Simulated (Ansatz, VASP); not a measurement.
Al: VASP beside Ansatz

File POSCAR:

```
Al
1.0
    0.0000000000      2.0249987299      2.0249987299
    2.0249987299      0.0000000000      2.0249987299
    2.0249987299      2.0249987299      0.0000000000
Al
1
Direct
    0.0000000000      0.0000000000      0.0000000000
```

The input INCAR.step1:

```
SYSTEM = Al
ALGO     = Normal         ! electronic algorithm
EDIFF    = 1E-4           ! SCF threshold, eV
ENCUT    = 520            ! plane-wave cutoff, eV
GGA      = PE             ! functional
ISMEAR   = 0              ! smearing method
LASPH    = .TRUE.         ! aspherical terms in the spheres
LCHARG   = .FALSE.        ! write CHGCAR
LREAL    = .FALSE.        ! projectors in reciprocal space
LWAVE    = .TRUE.         ! write WAVECAR
NBANDS   = 8              ! bands
NELM     = 80             ! most SCF steps
PREC     = Accurate       ! precision mode
SIGMA    = 0.05           ! smearing width, eV
```

File INCAR.step2:

```
SYSTEM = Al
ALGO     = Normal         ! electronic algorithm
EDIFF    = 1E-7           ! SCF threshold, eV
ENCUT    = 520            ! plane-wave cutoff, eV
ISIF     = 2              ! what is computed and relaxed
ISMEAR   = 0              ! smearing method
ISTART   = 1            
LASPH    = .TRUE.         ! aspherical terms in the spheres
LCHARG   = .FALSE.        ! write CHGCAR
LMIXTAU  = .TRUE.       
LREAL    = .FALSE.        ! projectors in reciprocal space
LWAVE    = .FALSE.        ! write WAVECAR
METAGGA  = R2SCAN         ! meta-GGA
NBANDS   = 8              ! bands
NELM     = 80             ! most SCF steps
PREC     = Accurate       ! precision mode
SIGMA    = 0.05           ! smearing width, eV
```

KPOINTS

```
k-points
0
G
  14 14 14
  0 0 0
```

Input for Ansatz:

```yaml
crystal:
  lattice:
    - [0.0, 2.0249987299, 2.0249987299]
    - [2.0249987299, 0.0, 2.0249987299]
    - [2.0249987299, 2.0249987299, 0.0]
  atoms:
    - { symbol: Al, position: [0.0, 0.0, 0.0] }
basis:
  ecutwfc: 500
  ecutrho_ratio: 4
kpoints:
  mp_grid: { grid: [14, 14, 14] }
hamiltonian:
  xc: r2scan
scf:
  occupations: { method: gaussian, width: 0.05 }
output:
  forces: true
  stress: true
  eigenvalues: true
  states_by_energy: { minimum_broadening: 0.025 }
```

Alike in both runs: task single point; functional r2SCAN; k mesh 14 × 14 × 14; occupations gaussian, width 0.05 eV; no spin polarisation.

```csv
,VASP,Ansatz
version,VASP 6.6.1,Ansatz 0.2.0
potentials or method,"VASP PAW PBE potentials, release 64 (Al)","scalar-relativistic, plane waves, PAW"
plane-wave cutoff (eV),520,500
valence electrons in the cell,3,3
```

```csv
,VASP,Ansatz,Ansatz less VASP
gap on the k mesh at the Fermi level (eV),none,none,-
pressure (GPa),-4.1,-3.8,+0.29
```

A gap of «none» marks a metal or a gap that the smearing closes. With one functional, cell and mesh, what is left measures potentials, basis and numerics.

Caveats: the PAW data sets were made with another functional, which shifts forces and pressure a little (VASP).
